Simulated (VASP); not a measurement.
BN (Qingsongite): relaxation of the atoms with PBE

**Measured values to compare with.**

From a printed reference work, monograph, for a bulk crystal of BN at 300 K: band gap 6.4 eV (indirect).

Crystal: BN (Qingsongite).

```
B N
1.0
     0.00000    1.81228    1.81228
     1.81228    0.00000    1.81228
     1.81228    1.81228    0.00000
B N
1 1
Cartesian
  0.0000 0.0000 0.0000
  0.9061 0.9061 0.9061
```

```
Program                : VASP 6.6.1
Task                   : relaxation of the atoms
Functional             : PBE
Potentials or basis    : VASP PAW PBE potentials, release 64 (B, N)
Cutoff                 : 600 eV
k mesh                 : 14 × 14 × 14
Occupations            : gaussian, width 0.03 eV
Spin                   : no spin polarisation
Further INCAR settings : ALGO = Normal; EDIFF = 1e-07; IBRION = 2; EDIFFG = -0.01; NSW = 40
```

| Property | Result |
| --- | --- |
| Pressure after relaxing | 0.0 GPa |
| Band gap on the k mesh | 4.45 eV, indirect (least direct gap 8.78 eV) |

Final structure:
```yaml
crystal:
  lattice:
    - [0.00000, 1.81228, 1.81228]
    - [1.81228, 0.00000, 1.81228]
    - [1.81228, 1.81228, 0.00000]
  atoms:
    - { symbol: B, position: [0.00000, 0.00000, 0.00000] }
    - { symbol: N, position: [0.25000, 0.25000, 0.25000] }
```

Levels at points of the mesh, in eV from the valence-band top:
```tsv
k point	band 2	band 3	band 4	band 5	band 6	band 7
(0.00, 0.00, 0.00)	0.00	0.00	0.00	8.78	8.78	8.78
(0.50, 0.00, 0.00)	-10.62	-1.93	-1.93	10.04	10.66	10.66
(0.50, 0.50, 0.00)	-8.86	-4.87	-4.87	4.45	9.19	17.80
```

Run time: 9.8 s on 1 thread of Intel(R) Xeon(R) Platinum 8488C (Sapphire Rapids), on a shared host, peak memory 0.12 GiB.

A measured gap of BN is 6.4 eV (indirect; 300 K; a printed reference work, monograph); the calculated 4.45 eV misses it by -1.95 eV. The value is that of PBE on a finite k mesh, which can miss the band edges, without temperature or zero-point motion. Semilocal functionals fall short of measured gaps as a rule.

Caveat: the relaxation stopped at its first step, so nothing moved.
